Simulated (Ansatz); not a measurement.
# Preparing SiO2 (P3_121) as a host crystal, part 3 of 3

Before any defect goes in: SiO2 (P3_121) at rest, and how it screens a charge.

Ansatz 0.2.0; plane-wave PAW DFT, r2SCAN; relaxation of the host's cell and atoms; PAW set soft_1 (the session's first sound run).

So far. Step 3 (Dielectric tensors of the host): The principal values of the electronic dielectric tensor are 2.49, 2.49 and 2.52. The principal values of the static dielectric tensor are 4.64, 4.64 and 4.86.

## Step 7: Defect free supercell relaxed from displaced atoms

This step: plane-wave PAW DFT, r2SCAN; relaxation of the defect-free supercell from random displacements, a test of the host's stability; PAW set soft_1 (Ansatz 0.2.0).

File pristine.rattled/input.yaml:

```yaml
crystal:
  lattice:
    - [9.8422041343, 0.0, 0.0]
    - [-4.9211020672, 8.5235988096, 0.0]
    - [0.0, 0.0, 10.8330695259]
  atoms:
    - { symbol: Si, position: [0.2655143582, 0.2655143582, 0.0] }
    - { symbol: Si, position: [0.0, 0.2344856418, 0.3333333334] }
    - { symbol: Si, position: [0.2344856418, 0.0, 0.1666666666] }
    - { symbol: O, position: [0.1345190254, 0.2066064985, 0.3922921182] }
    - { symbol: O, position: [0.2933935015, 0.4279125269, 0.0589587848] }
    - { symbol: O, position: [0.0720874731, 0.3654809746, 0.2256254514] }
    - { symbol: O, position: [0.2066064985, 0.1345190254, 0.1077078818] }
    - { symbol: O, position: [0.3654809746, 0.0720874731, 0.2743745486] }
    - { symbol: O, position: [0.4279125269, 0.2933935015, 0.4410412152] }
    - { symbol: Si, position: [0.2655143582, 0.2655143582, 0.5] }
    - { symbol: Si, position: [0.0, 0.2344856418, 0.8333333333] }
    - { symbol: Si, position: [0.2344856418, 0.0, 0.6666666666] }
    - { symbol: O, position: [0.1345190254, 0.2066064985, 0.8922921182] }
    - { symbol: O, position: [0.2933935015, 0.4279125269, 0.5589587848] }
    - { symbol: O, position: [0.0720874731, 0.3654809746, 0.7256254514] }
    - { symbol: O, position: [0.2066064985, 0.1345190254, 0.6077078818] }
    - { symbol: O, position: [0.3654809746, 0.0720874731, 0.7743745486] }
    - { symbol: O, position: [0.4279125269, 0.2933935015, 0.9410412152] }
    - { symbol: Si, position: [0.2655143582, 0.7655143582, 0.0] }
    - { symbol: Si, position: [0.0, 0.7344856418, 0.3333333334] }
    - { symbol: Si, position: [0.2344856418, 0.5, 0.1666666666] }
    - { symbol: O, position: [0.1345190254, 0.7066064985, 0.3922921182] }
    - { symbol: O, position: [0.2933935015, 0.9279125269, 0.0589587848] }
    - { symbol: O, position: [0.0720874731, 0.8654809746, 0.2256254514] }
    - { symbol: O, position: [0.2066064985, 0.6345190254, 0.1077078818] }
    - { symbol: O, position: [0.3654809746, 0.5720874731, 0.2743745486] }
    - { symbol: O, position: [0.4279125269, 0.7933935015, 0.4410412152] }
    - { symbol: Si, position: [0.2655143582, 0.7655143582, 0.5] }
    - { symbol: Si, position: [0.0, 0.7344856418, 0.8333333333] }
    - { symbol: Si, position: [0.2344856418, 0.5, 0.6666666666] }
    - { symbol: O, position: [0.1345190254, 0.7066064985, 0.8922921182] }
    - { symbol: O, position: [0.2933935015, 0.9279125269, 0.5589587848] }
    - { symbol: O, position: [0.0720874731, 0.8654809746, 0.7256254514] }
    - { symbol: O, position: [0.2066064985, 0.6345190254, 0.6077078818] }
    - { symbol: O, position: [0.3654809746, 0.5720874731, 0.7743745486] }
    - { symbol: O, position: [0.4279125269, 0.7933935015, 0.9410412152] }
    - { symbol: Si, position: [0.7655143582, 0.2655143582, 0.0] }
    - { symbol: Si, position: [0.5, 0.2344856418, 0.3333333334] }
    - { symbol: Si, position: [0.7344856418, 0.0, 0.1666666666] }
    - { symbol: O, position: [0.6345190254, 0.2066064985, 0.3922921182] }
    - { symbol: O, position: [0.7933935015, 0.4279125269, 0.0589587848] }
    - { symbol: O, position: [0.5720874731, 0.3654809746, 0.2256254514] }
    - { symbol: O, position: [0.7066064985, 0.1345190254, 0.1077078818] }
    - { symbol: O, position: [0.8654809746, 0.0720874731, 0.2743745486] }
    - { symbol: O, position: [0.9279125269, 0.2933935015, 0.4410412152] }
    - { symbol: Si, position: [0.7655143582, 0.2655143582, 0.5] }
    - { symbol: Si, position: [0.5, 0.2344856418, 0.8333333333] }
    - { symbol: Si, position: [0.7344856418, 0.0, 0.6666666666] }
    - { symbol: O, position: [0.6345190254, 0.2066064985, 0.8922921182] }
    - { symbol: O, position: [0.7933935015, 0.4279125269, 0.5589587848] }
    - { symbol: O, position: [0.5720874731, 0.3654809746, 0.7256254514] }
    - { symbol: O, position: [0.7066064985, 0.1345190254, 0.6077078818] }
    - { symbol: O, position: [0.8654809746, 0.0720874731, 0.7743745486] }
    - { symbol: O, position: [0.9279125269, 0.2933935015, 0.9410412152] }
    - { symbol: Si, position: [0.7655143582, 0.7655143582, 0.0] }
    - { symbol: Si, position: [0.5, 0.7344856418, 0.3333333334] }
    - { symbol: Si, position: [0.7344856418, 0.5, 0.1666666666] }
    - { symbol: O, position: [0.6345190254, 0.7066064985, 0.3922921182] }
    - { symbol: O, position: [0.7933935015, 0.9279125269, 0.0589587848] }
    - { symbol: O, position: [0.5720874731, 0.8654809746, 0.2256254514] }
    - { symbol: O, position: [0.7066064985, 0.6345190254, 0.1077078818] }
    - { symbol: O, position: [0.8654809746, 0.5720874731, 0.2743745486] }
    - { symbol: O, position: [0.9279125269, 0.7933935015, 0.4410412152] }
    - { symbol: Si, position: [0.7655143582, 0.7655143582, 0.5] }
    - { symbol: Si, position: [0.5, 0.7344856418, 0.8333333333] }
    - { symbol: Si, position: [0.7344856418, 0.5, 0.6666666666] }
    - { symbol: O, position: [0.6345190254, 0.7066064985, 0.8922921182] }
    - { symbol: O, position: [0.7933935015, 0.9279125269, 0.5589587848] }
    - { symbol: O, position: [0.5720874731, 0.8654809746, 0.7256254514] }
    - { symbol: O, position: [0.7066064985, 0.6345190254, 0.6077078818] }
    - { symbol: O, position: [0.8654809746, 0.5720874731, 0.7743745486] }
    - { symbol: O, position: [0.9279125269, 0.7933935015, 0.9410412152] }
basis:
  ecutwfc: 500
  xc_grid: 2
hamiltonian:
  xc: r2scan
  pseudopotentials: { kind: paw, azcp: { folder: soft_1 } }
kpoints:
  mp_grid: { grid: [1, 1, 1], shift: [0.25, 0.25, 0.25] }
scf:
  occupations: { method: fermi_dirac, width: 0.01 }
  max_iter: 80
output:
  forces: true
relax:
  f_tol: 0.01
  max_steps: 120
  random_displacement: { amplitude: 0.08, seed: 8211 }
checkpoint:
  write: "../pristine.rattled.run"
  compress: false
  write_wavefunctions: false
  write_every: 100000
```

Command:

```sh
> ansatz run input.yaml --threads 8 --pin off --max-ram 22609MiB --backend cpu --events-out ev --progress --plain --runs-dir out
```

Numbers of over 12 decimals in the logs are rounded to 6 here.

What it wrote:

```text
[...]
Crystal: 72 atoms, lattice volume = 908.797 Å³
Basis set: ecut = 500 eV, 23025 PW (Γ), exchange–correlation on 144×144×160 points (8 copies of the dense FFT grid, shifted against one another)
Bands: 264, of which v1, the nominal top of the filled ones, is band 192 counted from 1 (191 counted from 0)
Symmetry: 1 space group operations
k-points: 1
[...]
SCF iter   1: F=—  HF=-42745.126966 eV  |F-HF|=—  |Δ(HF+E_count)|=         —  Δρ=1.32e-1  dr2=1.45e2  dr2_τ=1.67e1  ethr=3.10e-3  ⟨swp⟩=6.0  Hψ=1176  notcnv=0  defer=36
[...]
SCF iter   9: F=-42714.798576 eV  HF=-42714.798576 eV  |F-HF|=3.17e-8  |Δ(HF+E_count)|=   1.85e-6  Δρ=5.76e-6  dr2=2.53e-7  dr2_τ=3.45e-8  ethr=6.51e-10  ⟨swp⟩=5.0  Hψ=803  notcnv=0
SCF 1 converged in 9 iterations: F = -42714.798576 eV  dr2 = 2.53e-7
[...]
relax step   1: F+E_penalty+E_count = -42714.79857598 eV  Δ(F+E_penalty+E_count) = +0.000e0 eV  max|allowed force component| = 7.476e0 eV/Å  Δτ_max = 0.0000 Å  (9 SCF iters, dr2 threshold 2.50e-6 eV, accepted)
[...]
relax step   2: F+E_penalty+E_count = -42719.41290062 eV  Δ(F+E_penalty+E_count) = -4.614e0 eV  max|allowed force component| = 3.874e0 eV/Å  Δτ_max = 0.0627 Å  (6 SCF iters, dr2 threshold 1.00e-4 eV, accepted)
relax step   3: F+E_penalty+E_count = -42722.40674432 eV  Δ(F+E_penalty+E_count) = -2.994e0 eV  max|allowed force component| = 1.167e-1 eV/Å  Δτ_max = 0.0871 Å  (6 SCF iters, dr2 threshold 1.00e-4 eV, accepted)
relax step   4: F+E_penalty+E_count = -42722.41534378 eV  Δ(F+E_penalty+E_count) = -8.599e-3 eV  max|allowed force component| = 6.356e-3 eV/Å  Δτ_max = 0.0462 Å  (8 SCF iters, dr2 threshold 8.52e-7 eV, accepted)
[...]
SCF iter   2: F=-42722.415344 eV  HF=-42722.415344 eV  |F-HF|=1.70e-9  |Δ(HF+E_count)|=   1.64e-9  Δρ=1.44e-6  dr2=1.42e-8  dr2_τ=9.25e-10  ethr=1.32e-11  ⟨swp⟩=3.0  Hψ=594  notcnv=0
SCF 5 converged in 2 iterations: F = -42722.415344 eV  dr2 = 1.42e-8
relax step   5: F+E_penalty+E_count = -42722.41534379 eV  Δ(F+E_penalty+E_count) = -6.316e-9 eV  max|allowed force component| = 6.361e-3 eV/Å  Δτ_max = 0.0000 Å  (2 SCF iters, accepted)
[...]
SCF iter   2: F=-42722.415344 eV  HF=-42722.415344 eV  |F-HF|=2.55e-10  |Δ(HF+E_count)|=  1.53e-10  Δρ=7.67e-7  dr2=4.40e-9  dr2_τ=2.94e-10  ethr=3.71e-12  ⟨swp⟩=3.0  Hψ=469  notcnv=0
SCF 6 converged in 2 iterations: F = -42722.415344 eV  dr2 = 4.40e-9
SCF converged after 2 iterations
Free energy (F): -42722.415344 eV
[...]
Internal energy: -42722.415344 eV  (E = F + TS)
E sigma→0 (E₀):  -42722.415344 eV
Fermi energy:    5.703642 eV
[...]
--- Forces (eV/Å), atoms counted from 1 ---
  atom   1  Si     0.00179822     0.00031457    -0.00636630
  atom   2  Si    -0.00261574     0.00049944     0.00530513
  atom   3  Si     0.00295086     0.00057934    -0.00438497
  atom   4  O      0.00116479    -0.00341355    -0.00118677
  atom   5  O      0.00027063     0.00023702     0.00283714
  atom   6  O     -0.00270351     0.00233474     0.00359714
  atom   7  O     -0.00069414    -0.00333409     0.00285067
  atom   8  O     -0.00146836    -0.00450947     0.00133948
  atom   9  O      0.00201485     0.00001213    -0.00477825
  atom  10  Si    -0.00287628     0.00347894     0.00441785
  atom  11  Si     0.00101294     0.00057580    -0.00376625
  atom  12  Si    -0.00116713     0.00429942    -0.00294119
  atom  13  O      0.00050777    -0.00086467     0.00146022
  atom  14  O      0.00068540     0.00036787    -0.00220808
  atom  15  O     -0.00256092    -0.00185366     0.00240971
  atom  16  O     -0.00124992    -0.00073075    -0.00078121
  atom  17  O      0.00287868     0.00142842    -0.00187575
  atom  18  O     -0.00116786     0.00204251     0.00228879
  atom  19  Si     0.00288433     0.00074966    -0.00522064
  atom  20  Si     0.00144994     0.00114579     0.00351637
  atom  21  Si     0.00049602    -0.00308264     0.00072966
  atom  22  O     -0.00243401    -0.00317451    -0.00201874
  atom  23  O     -0.00017061     0.00069583     0.00362680
  atom  24  O      0.00336108    -0.00200098     0.00018862
  atom  25  O     -0.00248524    -0.00054184     0.00215230
  atom  26  O     -0.00114082    -0.00181665    -0.00351481
  atom  27  O     -0.00371806    -0.00000238     0.00020460
  atom  28  Si     0.00149186    -0.00054767     0.00300333
  atom  29  Si     0.00154125     0.00069767    -0.00546008
  atom  30  Si     0.00619687    -0.00181948    -0.00121570
  atom  31  O     -0.00085683     0.00015699     0.00092650
  atom  32  O     -0.00106667     0.00244008     0.00205227
  atom  33  O     -0.00174089    -0.00345332     0.00104401
  atom  34  O     -0.00322943     0.00206555    -0.00042356
  atom  35  O      0.00015222    -0.00315479     0.00023216
  atom  36  O      0.00056705     0.00255243     0.00200280
  atom  37  Si     0.00030192    -0.00106877    -0.00398644
  atom  38  Si    -0.00022793     0.00182735     0.00620002
  atom  39  Si     0.00067215     0.00101066    -0.00164707
  atom  40  O     -0.00168034    -0.00214498    -0.00360414
[...]
atom  61  O      0.00122549     0.00486573     0.00276531
  atom  62  O     -0.00309161    -0.00320815     0.00139827
  atom  63  O      0.00387447     0.00352297    -0.00432021
  atom  64  Si    -0.00100495     0.00461733     0.00610470
  atom  65  Si    -0.00305790    -0.00254550    -0.00293214
  atom  66  Si    -0.00247886    -0.00056515    -0.00061570
  atom  67  O      0.00453558    -0.00048711    -0.00043770
  atom  68  O      0.00468513     0.00130188    -0.00307563
  atom  69  O      0.00181103    -0.00220407    -0.00027269
  atom  70  O     -0.00160719    -0.00057243    -0.00356700
  atom  71  O      0.00305769     0.00073191    -0.00108440
  atom  72  O      0.00038811     0.00100368     0.00082620
  max |Σ_I F_I| component: 1.41e-3 eV/Å
--- Relaxed structure (5 steps of the walk, 5 accepted, 0 SCFs on fresh bases) ---
  F+E_penalty+E_count = -42722.41534379 eV   max|allowed force component| = 6.361e-3 eV/Å
  atoms:
    - { symbol: Si, position: [0.265546, 0.265870, -0.000385] }
    - { symbol: Si, position: [2.054411740731732e-5, 0.234521, 0.332909] }
    - { symbol: Si, position: [0.234205, 0.000337, 0.166415] }
    - { symbol: O, position: [0.134552, 0.206777, 0.392015] }
    - { symbol: O, position: [0.293683, 0.428495, 0.058329] }
    - { symbol: O, position: [0.072008, 0.364967, 0.224787] }
    - { symbol: O, position: [0.206681, 0.135119, 0.107525] }
    - { symbol: O, position: [0.365435, 0.072290, 0.273970] }
    - { symbol: O, position: [0.427913, 0.293331, 0.440845] }
    - { symbol: Si, position: [0.265470, 0.265341, 0.499798] }
    - { symbol: Si, position: [-0.000234, 0.234430, 0.832996] }
    - { symbol: Si, position: [0.234190, -0.000454, 0.666380] }
    - { symbol: O, position: [0.134460, 0.206808, 0.891943] }
    - { symbol: O, position: [0.293533, 0.427693, 0.559000] }
    - { symbol: O, position: [0.071792, 0.365292, 0.725162] }
    - { symbol: O, position: [0.206385, 0.134083, 0.607341] }
    - { symbol: O, position: [0.364618, 0.071545, 0.774521] }
    - { symbol: O, position: [0.427880, 0.293530, 0.940662] }
    - { symbol: Si, position: [0.265061, 0.765563, -0.000239] }
    - { symbol: Si, position: [-5.516807896460696e-5, 0.734744, 0.332991] }
    - { symbol: Si, position: [0.234423, 0.500046, 0.166222] }
    - { symbol: O, position: [0.134852, 0.707194, 0.391604] }
    - { symbol: O, position: [0.292639, 0.927904, 0.058613] }
    - { symbol: O, position: [0.071721, 0.866117, 0.225521] }
    - { symbol: O, position: [0.206505, 0.634680, 0.107560] }
    - { symbol: O, position: [0.365054, 0.571847, 0.274227] }
    - { symbol: O, position: [0.428105, 0.793484, 0.440634] }
    - { symbol: Si, position: [0.265615, 0.765552, 0.499484] }
    - { symbol: Si, position: [-0.000487, 0.734112, 0.832975] }
    - { symbol: Si, position: [0.234256, 0.499920, 0.666335] }
    - { symbol: O, position: [0.133986, 0.706247, 0.892056] }
    - { symbol: O, position: [0.293693, 0.927866, 0.558772] }
    - { symbol: O, position: [0.071654, 0.864659, 0.724921] }
    - { symbol: O, position: [0.206324, 0.634181, 0.606939] }
    - { symbol: O, position: [0.364997, 0.572417, 0.774213] }
    - { symbol: O, position: [0.427571, 0.793792, 0.940760] }
    - { symbol: Si, position: [0.765219, 0.265335, -0.000299] }
    - { symbol: Si, position: [0.500027, 0.234605, 0.333006] }
    - { symbol: Si, position: [0.734477, -4.43694666315737e-5, 0.166409] }
    - { symbol: O, position: [0.634591, 0.206720, 0.391886] }
    - { symbol: O, position: [0.793044, 0.427781, 0.058508] }
    - { symbol: O, position: [0.572134, 0.365688, 0.225369] }
    - { symbol: O, position: [0.706547, 0.134475, 0.107521] }
    - { symbol: O, position: [0.865130, 0.071974, 0.274380] }
    - { symbol: O, position: [0.928148, 0.293882, 0.440485] }
    - { symbol: Si, position: [0.765687, 0.265714, 0.499541] }
    - { symbol: Si, position: [0.499585, 0.234042, 0.833076] }
    - { symbol: Si, position: [0.734325, -6.171357130816397e-5, 0.666334] }
    - { symbol: O, position: [0.634056, 0.206107, 0.892064] }
    - { symbol: O, position: [0.793434, 0.428033, 0.558589] }
    - { symbol: O, position: [0.571593, 0.364549, 0.724985] }
    - { symbol: O, position: [0.706993, 0.134741, 0.607271] }
    - { symbol: O, position: [0.865229, 0.071915, 0.774149] }
    - { symbol: O, position: [0.927633, 0.293350, 0.940660] }
    - { symbol: Si, position: [0.765397, 0.765727, -0.000420] }
    - { symbol: Si, position: [0.499915, 0.734268, 0.332921] }
    - { symbol: Si, position: [0.734423, 0.500158, 0.166210] }
    - { symbol: O, position: [0.634431, 0.706355, 0.391862] }
    - { symbol: O, position: [0.793724, 0.928232, 0.058656] }
    - { symbol: O, position: [0.572049, 0.864990, 0.225013] }
    - { symbol: O, position: [0.706389, 0.634527, 0.107165] }
    - { symbol: O, position: [0.865653, 0.572429, 0.273744] }
    - { symbol: O, position: [0.927617, 0.792909, 0.441058] }
    - { symbol: Si, position: [0.765136, 0.765077, 0.499805] }
    - { symbol: Si, position: [0.499647, 0.734839, 0.833077] }
    - { symbol: Si, position: [0.734022, 0.499564, 0.666377] }
    - { symbol: O, position: [0.634224, 0.707041, 0.892004] }
    - { symbol: O, position: [0.792990, 0.927474, 0.558761] }
    - { symbol: O, position: [0.571707, 0.865713, 0.725264] }
    - { symbol: O, position: [0.706029, 0.634088, 0.607561] }
    - { symbol: O, position: [0.864611, 0.571597, 0.774399] }
    - { symbol: O, position: [0.927716, 0.793549, 0.940514] }
```

The job ended after 48 s (8 threads of Arm Neoverse V2, shared host; peak memory 2 GiB).

Relaxation path:

```
step  energy less that of the first step (eV)  largest force component (eV/Å)
   1                                   0.0000                          7.4757
   2                                  -4.6143                          3.8735
   3                                  -7.6082                          0.1167
   4                                  -7.6168                          0.0064
   5                                  -7.6168                          0.0064
```

The relaxation ends 106 meV an atom lower than the displaced start, with a largest force component of 0.0064 eV/Å.

## Step 8: What came out

| Item | Value |
| --- | --- |
| primitive cell vectors, lengths | 4.921, 4.921, 5.417 Å |
| electronic dielectric constant | principal values (2.49, 2.49, 2.52) |
| static dielectric constant | principal values (4.64, 4.64, 4.86) |
| gap on the k-mesh of the response run (PBEsol) | 5.83 eV |
| supercell relaxed in its symmetry less the displaced and relaxed one | 0.000 eV |
| energy an atom at one point at (¼, ¼, ¼) less that on the dense mesh | 0.000 eV |

**Reading.** Step 7: The energy fell by 7.617 eV from the randomly displaced start; against the sites as typed, O51 ends farthest off, by 0.01 Å, once the mean shift is taken out. The displaced cell ends within 0.01 eV of the symmetric one relaxed in its symmetry, so no lower structure shows in this supercell. The k-mesh can miss the band edges, so this gap is an upper bound at this level. All at zero temperature.

[Logs are printed without paths, hosts, clocks, repeated set-up lines and the standing remarks that a program may print on its own settings, such as how far it seeks lower states.]

[Hosts, paths, dates, database ids (printed as entryN), source tags and the programs' standing remarks are cut or masked in the printed files.]

[Runs of the host that timed out are not shown.]

[For some hosts the program warned that the k-mesh of the response run may be too coarse for force constants and the static dielectric constant; such warnings are not always shown.]
